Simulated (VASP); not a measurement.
# A single sheet of SnSe2: what the settings do to the level below the vacuum, part 2 of 4

Aim: find which settings matter for a slab model of a single sheet of SnSe2, and what they cost.

VASP 6.6.1, plane waves and PAW; the level of theory is named at each step.

So far, highest filled level below the vacuum (eV): step 2 (the base run) 6.33; step 3 (another mesh, mesh points along a 3, k-mesh 3×3×1) 6.32.

## (4) Another mesh, mesh points along a 6, k-mesh 6×6×1

Level of this step: LDA; plane waves and PAW (Se, Sn) (VASP).

INCAR reads:

```
SYSTEM = SnSe2
PREC = Normal
ENCUT = 350
EDIFF = 1E-06
NELM = 120
ISMEAR = 0
SIGMA = 0.05
LREAL = .FALSE.
ALGO = Normal
GGA = CA
NBANDS = 14
LORBIT = 11
LWAVE = .FALSE.
LCHARG = .FALSE.
KPAR = 4
LASPH = .TRUE.
IDIPOL = 3
LDIPOL = .TRUE.
DIPOL = 0.5 0.5 0.5
LVHAR = .TRUE.
LVACPOTAV = .TRUE.
```

POSCAR reads:

```
SnSe2
1.0
    3.8110000000      0.0000000000      0.0000000000
   -1.9055000000      3.3004228140      0.0000000000
    0.0000000000      0.0000000000     18.0557280000
Se Sn
2 1
Direct
    0.3333333330      0.6666666670      0.5846193520
    0.6666666670      0.3333333330      0.4153806480
    0.0000000000      0.0000000000      0.5000000000
```

KPOINTS reads:

```
Automatic mesh
0
Gamma
6 6 1
0 0 0
```

PAW data sets: Se and Sn (PBE family, release 64).

Launch:

```sh
$ mpirun -np 4 vasp_std
```

The program printed:

```text
[banner, memory and clock lines left out]
running    4 mpi-ranks, on    1 nodes
[...]
[... a notice as in an earlier step ...]

 LDA part: xc-table for (Slater(with rela. corr.)+CA(PZ))
 , standard interpolation
 POSCAR, INCAR and KPOINTS ok, starting setup
[...]
entering main loop
       N       E                     dE             d eps       ncg     rms          rms(c)
DAV:   1     0.929774067147E+02    0.92977E+02   -0.40500E+03   196   0.595E+02
DAV:   2    -0.413200708419E+01   -0.97109E+02   -0.90338E+02   348   0.128E+02
DAV:   3    -0.138206899158E+02   -0.96887E+01   -0.95187E+01   250   0.494E+01
DAV:   4    -0.140470230158E+02   -0.22633E+00   -0.22617E+00   240   0.857E+00
[...]
DAV:  18    -0.136603830282E+02   -0.27534E-05   -0.17223E-07   200   0.201E-03    0.674E-04
DAV:  19    -0.136603842375E+02   -0.12093E-05   -0.43091E-08   164   0.936E-04    0.135E-04
DAV:  20    -0.136603847455E+02   -0.50796E-06   -0.17854E-08   188   0.447E-04
 [... a notice as in an earlier step ...]

   1 F= -.13660385E+02 E0= -.13660385E+02  d E =-.105420E-11
```

Wall time 5.2 s (4 MPI ranks of Intel Xeon Platinum 8259CL at 2.50GHz (Skylake/Cascade Lake), shared host); peak memory 0.56 GiB; 16 s of CPU time.

From OUTCAR (step 4):

```text
  Total        0.0903059      0.0903059      1.3138766      0.0000000      0.0000000     -0.0000000
  in kB        0.6370937      0.6370937      9.2691866      0.0000000      0.0000000     -0.0000000
  external PRESSURE =       3.5144580 kB  Pullay stress =       0.0000000 kB

 POSITION                                       TOTAL-FORCE (eV/Angst)
 -----------------------------------------------------------------------------------
     -0.00000      2.20028     10.55573        -0.000000      0.000000      0.436581
      1.90550      1.10014      7.50000        -0.000000     -0.000000     -0.436581
      0.00000      0.00000      9.02786         0.000000      0.000000      0.000000
 -----------------------------------------------------------------------------------
    total drift:                               -0.000000     -0.000000     -0.000000

  FREE ENERGIE OF THE ION-ELECTRON SYSTEM (eV)
  ---------------------------------------------------
  free  energy   TOTEN  =       -13.6603847455 eV

  energy  without entropy=      -13.6603847455  energy(sigma->0) =      -13.66038475

[... 1 part as in an earlier step ...]

[... 2 further parts left out ...]
[key lines of the parts left out:]
E-fermi :  -2.9732
```

Against the base run its depth below the vacuum changes by -0.01 eV and the energy by +4.1 meV an atom.

## (5) Another mesh, mesh points along a 12, k-mesh 12×12×1

INCAR is that of step 4.

POSCAR is that of step 4.

KPOINTS reads:

```
Automatic mesh
0
Gamma
12 12 1
0 0 0
```

Launch:

```sh
$ mpirun -np 4 vasp_std
```

The program printed:

```text
[... set-up lines as in an earlier step ...]
 entering main loop
       N       E                     dE             d eps       ncg     rms          rms(c)
DAV:   1     0.938117559971E+02    0.93812E+02   -0.40375E+03   532   0.595E+02
DAV:   2    -0.363772040471E+01   -0.97449E+02   -0.91440E+02   910   0.129E+02
DAV:   3    -0.138358982466E+02   -0.10198E+02   -0.10052E+02   700   0.513E+01
DAV:   4    -0.140554825172E+02   -0.21958E+00   -0.21930E+00   676   0.899E+00
[...]
DAV:  18    -0.136735284402E+02   -0.27541E-05   -0.15366E-07   530   0.189E-03    0.626E-04
DAV:  19    -0.136735296135E+02   -0.11734E-05   -0.39912E-08   494   0.896E-04    0.125E-04
DAV:  20    -0.136735301088E+02   -0.49529E-06   -0.17627E-08   500   0.448E-04
 [... a notice as in an earlier step ...]

   1 F= -.13673530E+02 E0= -.13673530E+02  d E =-.726660E-13
```

The job ended after 8.8 s (4 MPI ranks; peak memory 0.63 GiB; 29 s of CPU time).

OUTCAR, selected parts (step 5):

```text
  Total        0.0336261      0.0336261      1.3461150     -0.0000000      0.0000000     -0.0000000
  in kB        0.2372270      0.2372270      9.4966235     -0.0000000      0.0000000     -0.0000000
  external PRESSURE =       3.3236925 kB  Pullay stress =       0.0000000 kB

 POSITION                                       TOTAL-FORCE (eV/Angst)
 -----------------------------------------------------------------------------------
     -0.00000      2.20028     10.55573         0.000000     -0.000000      0.447097
      1.90550      1.10014      7.50000        -0.000000      0.000000     -0.447097
      0.00000      0.00000      9.02786        -0.000000      0.000000      0.000000
 -----------------------------------------------------------------------------------
    total drift:                               -0.000000     -0.000000     -0.000000

  FREE ENERGIE OF THE ION-ELECTRON SYSTEM (eV)
  ---------------------------------------------------
  free  energy   TOTEN  =       -13.6735301088 eV

  energy  without entropy=      -13.6735301088  energy(sigma->0) =      -13.67353011

[... 1 part as in an earlier step ...]

[... 2 further parts left out ...]
[key lines of the parts left out:]
E-fermi :  -2.9739
```

Against the base run its depth below the vacuum changes by -0.00 eV and the energy by -0.3 meV an atom.

## (6) The series together

Times are for 4 MPI ranks of Intel Xeon Platinum 8259CL at 2.50GHz (Skylake/Cascade Lake), shared host. The runs compared:

| no. | mesh points along a | highest filled level below the vacuum (eV) | energy at zero smearing (eV) | time | memory (GiB) |
| --- | --- | --- | --- | --- | --- |
| 1 | 3 | 6.322 | -13.22 | 3 s | 0.41 |
| 2 | 6 | 6.317 | -13.66 | 5.2 s | 0.56 |
| 3 | 12 | 6.325 | -13.67 | 8.8 s | 0.63 |

## (7) Another vacuum, vacuum width 5

Too little vacuum lets the faces of neighbouring images overlap, and too much only costs plane waves.

INCAR is that of step 5.

POSCAR reads:

```
SnSe2
1.0
    3.8110000000      0.0000000000      0.0000000000
   -1.9055000000      3.3004228140      0.0000000000
    0.0000000000      0.0000000000      8.0557280065
Se Sn
2 1
Direct
    0.3333333330      0.6666666670      0.6896618160
    0.6666666670      0.3333333330      0.3103381840
    0.0000000000      0.0000000000      0.5000000000
```

KPOINTS reads:

```
Automatic mesh
0
Gamma
9 9 1
0 0 0
```

Launch:

```sh
$ mpirun -np 4 vasp_std
```

The program printed:

```text
[... set-up lines as in an earlier step ...]
 entering main loop
       N       E                     dE             d eps       ncg     rms          rms(c)
DAV:   1     0.638678016651E+02    0.63868E+02   -0.48149E+03   336   0.667E+02
DAV:   2    -0.907221553260E+01   -0.72940E+02   -0.67093E+02   490   0.134E+02
DAV:   3    -0.139907353504E+02   -0.49185E+01   -0.48820E+01   432   0.401E+01
DAV:   4    -0.140506993978E+02   -0.59964E-01   -0.59953E-01   384   0.517E+00
DAV:   5    -0.140514104302E+02   -0.71103E-03   -0.71102E-03   426   0.567E-01    0.506E+00
DAV:   6    -0.137399587610E+02    0.31145E+00   -0.28381E-01   360   0.291E+00    0.307E+00
DAV:   7    -0.136708239506E+02    0.69135E-01   -0.15980E-01   402   0.198E+00    0.751E-01
DAV:   8    -0.136652650313E+02    0.55589E-02   -0.71290E-03   408   0.585E-01    0.223E-01
DAV:   9    -0.136651062929E+02    0.15874E-03   -0.12187E-03   384   0.215E-01    0.655E-02
DAV:  10    -0.136651155565E+02   -0.92635E-05   -0.42959E-05   438   0.461E-02    0.217E-02
DAV:  11    -0.136651337618E+02   -0.18205E-04   -0.24023E-05   360   0.286E-02    0.620E-03
DAV:  12    -0.136651344291E+02   -0.66724E-06   -0.10304E-06   360   0.607E-03
 -----------------------------------------------------------------------------
|                                                                             |
|           W    W    AA    RRRRR   N    N  II  N    N   GGGG   !!!           |
|           W    W   A  A   R    R  NN   N  II  NN   N  G    G  !!!           |
|           W    W  A    A  R    R  N N  N  II  N N  N  G       !!!           |
|           W WW W  AAAAAA  RRRRR   N  N N  II  N  N N  G  GGG   !            |
|           WW  WW  A    A  R   R   N   NN  II  N   NN  G    G                |
|           W    W  A    A  R    R  N    N  II  N    N   GGGG   !!!           |
|                                                                             |
|     The minimum charge density times volume of the cell along the axis      |
|     of the dipole correction is larger 1E-1, which could mean that your     |
|     workfunction is not accurate as there is no field free region in        |
|     your cell. Please consider either increasing the size of your cell      |
|     along the dipole correction (vacuum dimension) or perhaps               |
|     increasing the precision of your calculation.                           |
|                                                                             |
 -----------------------------------------------------------------------------

 [... a notice as in an earlier step ...]

   1 F= -.13665134E+02 E0= -.13665134E+02  d E =-.552454E-15
 -----------------------------------------------------------------------------
|                                                                             |
|           W    W    AA    RRRRR   N    N  II  N    N   GGGG   !!!           |
|           W    W   A  A   R    R  NN   N  II  NN   N  G    G  !!!           |
|           W    W  A    A  R    R  N N  N  II  N N  N  G       !!!           |
|           W WW W  AAAAAA  RRRRR   N  N N  II  N  N N  G  GGG   !            |
|           WW  WW  A    A  R   R   N   NN  II  N   NN  G    G                |
|           W    W  A    A  R    R  N    N  II  N    N   GGGG   !!!           |
|                                                                             |
|     The minimum charge density times volume of the cell along the axis      |
|     of the dipole correction is larger 1E-1, which could mean that your     |
|     workfunction is not accurate as there is no field free region in        |
|     your cell. Please consider either increasing the size of your cell      |
|     along the dipole correction (vacuum dimension) or perhaps               |
|     increasing the precision of your calculation.                           |
|                                                                             |
 -----------------------------------------------------------------------------

 [... a notice as in an earlier step ...]
```

It took 2.8 s on 4 MPI ranks; peak memory 0.46 GiB.

From OUTCAR (step 7):

```text
   ENCUT  =  350.0 eV  25.72 Ry    5.07 a.u.   5.81  5.81 12.29*2*pi/ulx,y,z

   NELECT =      16.0000    total number of electrons

 E-fermi :   0.9087

 k-point     1 :       0.0000    0.0000    0.0000
  band No.  band energies     occupation
    ...
      4      -0.1725      2.00000
      5       0.0758      2.00000
      6       0.0758      2.00000
      7       0.5247      2.00000
      8       0.5247      2.00000
      9       2.0881      0.00000
     10       3.5831      0.00000
     11       5.2394      0.00000
     12       5.2394      0.00000
     13       6.5526      0.00000
    ...

  Total        0.1027640      0.1027640      1.2875478     -0.0000000      0.0000000      0.0000000
  in kB        1.6249432      1.6249432     20.3591954     -0.0000000      0.0000000      0.0000000
  external PRESSURE =       7.8696939 kB  Pullay stress =       0.0000000 kB

 POSITION                                       TOTAL-FORCE (eV/Angst)
 -----------------------------------------------------------------------------------
     -0.00000      2.20028      5.55573         0.000000     -0.000000      0.463451
      1.90550      1.10014      2.50000        -0.000000      0.000000     -0.463451
      0.00000      0.00000      4.02786        -0.000000     -0.000000      0.000000
 -----------------------------------------------------------------------------------
    total drift:                                0.000000     -0.000000     -0.000000

  FREE ENERGIE OF THE ION-ELECTRON SYSTEM (eV)
  ---------------------------------------------------
  free  energy   TOTEN  =       -13.6651344291 eV

  energy  without entropy=      -13.6651344291  energy(sigma->0) =      -13.66513443

[... 3 parts as in an earlier step ...]

[... 14 further parts left out ...]
```

Numbers from this step:

```
electronic cycles              : 12
Fermi energy                   : 0.9087 eV
gap on the k-mesh              : 0.9409 eV
least direct gap on the k-mesh : 1.222 eV
```

Force by atom:

| atom | x (eV/Å) | y (eV/Å) | z (eV/Å) | size |
| --- | --- | --- | --- | --- |
| Se1 | 0.000 | 0.000 | 0.463 | 0.463 |
| Se2 | 0.000 | 0.000 | -0.463 | 0.463 |
| Sn3 | 0.000 | 0.000 | 0.000 | 0.000 |

The program found no flat vacuum in this gap and printed no vacuum level, so no level below the vacuum can be given.

## (8) Another vacuum, vacuum width 8

INCAR is that of step 7.

POSCAR reads:

```
SnSe2
1.0
    3.8110000000      0.0000000000      0.0000000000
   -1.9055000000      3.3004228140      0.0000000000
    0.0000000000      0.0000000000     11.0557280065
Se Sn
2 1
Direct
    0.3333333330      0.6666666670      0.6381965984
    0.6666666670      0.3333333330      0.3618034016
    0.0000000000      0.0000000000      0.5000000000
```

KPOINTS is that of step 7.

Launch:

```sh
$ mpirun -np 4 vasp_std
```

The program printed:

```text
[... set-up lines as in an earlier step ...]
 entering main loop
       N       E                     dE             d eps       ncg     rms          rms(c)
DAV:   1     0.717994522093E+02    0.71799E+02   -0.45429E+03   336   0.640E+02
DAV:   2    -0.757503100438E+01   -0.79374E+02   -0.73979E+02   524   0.132E+02
DAV:   3    -0.139568556836E+02   -0.63818E+01   -0.63108E+01   444   0.427E+01
DAV:   4    -0.140558085275E+02   -0.98953E-01   -0.98895E-01   372   0.633E+00
[...]
DAV:  13    -0.136710660096E+02   -0.11508E-03   -0.32598E-05   372   0.214E-02    0.390E-03
DAV:  14    -0.136710763847E+02   -0.10375E-04   -0.22567E-06   426   0.673E-03    0.237E-03
DAV:  15    -0.136710768277E+02   -0.44301E-06   -0.93975E-08   264   0.165E-03
 [... a notice as in an earlier step ...]

   1 F= -.13671077E+02 E0= -.13671077E+02  d E =-.310117E-12
```

Wall time 3.8 s (4 MPI ranks); peak memory 0.5 GiB; 12 s of CPU time.

Parts of OUTCAR (step 8):

```text
  Total        0.0389683      0.0389683      1.3545078      0.0000000      0.0000000      0.0000000
  in kB        0.4489792      0.4489792     15.6061654      0.0000000      0.0000000      0.0000000
  external PRESSURE =       5.5013746 kB  Pullay stress =       0.0000000 kB

 POSITION                                       TOTAL-FORCE (eV/Angst)
 -----------------------------------------------------------------------------------
     -0.00000      2.20028      7.05573         0.000000     -0.000000      0.446045
      1.90550      1.10014      4.00000        -0.000000      0.000000     -0.446045
      0.00000      0.00000      5.52786        -0.000000      0.000000     -0.000000
 -----------------------------------------------------------------------------------
    total drift:                                0.000000     -0.000000     -0.000000

  FREE ENERGIE OF THE ION-ELECTRON SYSTEM (eV)
  ---------------------------------------------------
  free  energy   TOTEN  =       -13.6710768277 eV

  energy  without entropy=      -13.6710768277  energy(sigma->0) =      -13.67107683

[... 1 part as in an earlier step ...]

[... 2 further parts left out ...]
[key lines of the parts left out:]
E-fermi :  -1.0098
```

Against the base run its depth below the vacuum changes by -0.02 eV and the energy by +0.6 meV an atom.

## (9) Another vacuum, vacuum width 24

INCAR is that of step 8.

POSCAR reads:

```
SnSe2
1.0
    3.8110000000      0.0000000000      0.0000000000
   -1.9055000000      3.3004228140      0.0000000000
    0.0000000000      0.0000000000     27.0557280065
Se Sn
2 1
Direct
    0.3333333330      0.6666666670      0.5564709995
    0.6666666670      0.3333333330      0.4435290005
    0.0000000000      0.0000000000      0.5000000000
```

KPOINTS is that of step 8.

Launch:

```sh
$ mpirun -np 4 vasp_std
```

The program printed:

```text
[... set-up lines as in an earlier step ...]
 entering main loop
       N       E                     dE             d eps       ncg     rms          rms(c)
DAV:   1     0.108199060096E+03    0.10820E+03   -0.36802E+03   336   0.559E+02
DAV:   2     0.117524901873E+00   -0.10808E+03   -0.10180E+03   562   0.122E+02
DAV:   3    -0.136919835543E+02   -0.13810E+02   -0.13539E+02   450   0.564E+01
DAV:   4    -0.140534145059E+02   -0.36143E+00   -0.36073E+00   422   0.111E+01
[...]
DAV:  18    -0.136730962313E+02   -0.22632E-05   -0.65749E-08   354   0.120E-03    0.547E-04
DAV:  19    -0.136730983087E+02   -0.20774E-05   -0.31309E-08   342   0.816E-04    0.158E-04
DAV:  20    -0.136730991748E+02   -0.86606E-06   -0.11799E-08   348   0.466E-04
 [... a notice as in an earlier step ...]

   1 F= -.13673099E+02 E0= -.13673099E+02  d E =-.384617E-17
```

Run time: 9.4 s. Hardware: 4 MPI ranks; peak memory 0.7 GiB.

Parts of OUTCAR (step 9):

```text
  Total        0.0372414      0.0372414      1.3432248      0.0000000      0.0000000      0.0000000
  in kB        0.1753351      0.1753351      6.3239952      0.0000000      0.0000000      0.0000000
  external PRESSURE =       2.2248885 kB  Pullay stress =       0.0000000 kB

 POSITION                                       TOTAL-FORCE (eV/Angst)
 -----------------------------------------------------------------------------------
     -0.00000      2.20028     15.05573         0.000000      0.000000      0.446426
      1.90550      1.10014     12.00000        -0.000000      0.000000     -0.446426
      0.00000      0.00000     13.52786        -0.000000      0.000000      0.000000
 -----------------------------------------------------------------------------------
    total drift:                               -0.000000      0.000000     -0.000000

  FREE ENERGIE OF THE ION-ELECTRON SYSTEM (eV)
  ---------------------------------------------------
  free  energy   TOTEN  =       -13.6730991748 eV

  energy  without entropy=      -13.6730991748  energy(sigma->0) =      -13.67309917

[... 1 part as in an earlier step ...]

[... 2 further parts left out ...]
[key lines of the parts left out:]
E-fermi :  -3.9622
```

Against the base run its depth below the vacuum changes by +0.00 eV and the energy by -0.1 meV an atom.

## (10) The series together

Times are for 4 MPI ranks of Intel Xeon Platinum 8259CL at 2.50GHz (Skylake/Cascade Lake), shared host. The series side by side:

| no. | vacuum width | electronic cycles | gap on the k-mesh (eV) | least direct gap on the k-mesh (eV) | time | memory (GiB) |
| --- | --- | --- | --- | --- | --- | --- |
| 1 | 5 | 12 | 0.9409 | 1.222 | 2.8 s | 0.46 |
| 2 | 8 | 15 | 0.9237 | 1.209 | 3.8 s | 0.5 |
| 3 | 24 | 20 | 0.9237 | 1.209 | 9.4 s | 0.7 |

(Part 2 of 4 ends here.)

[Lines on the potential files, build, host, timing and source positions are cut from VASP's logs without a mark.]

[Logs are printed without paths, hosts, clocks, repeated set-up lines and the standing remarks that a program may print on its own settings, such as how far it seeks lower states.]

[Hosts, paths, dates, database ids (printed as entryN), source tags and the programs' standing remarks are cut or masked in the printed files.]

[In band tables of VASP the shares of atoms and orbitals are scaled to a sum of 1 inside the atoms' spheres.]

[Runs that stopped without an error message from VASP are left out.]
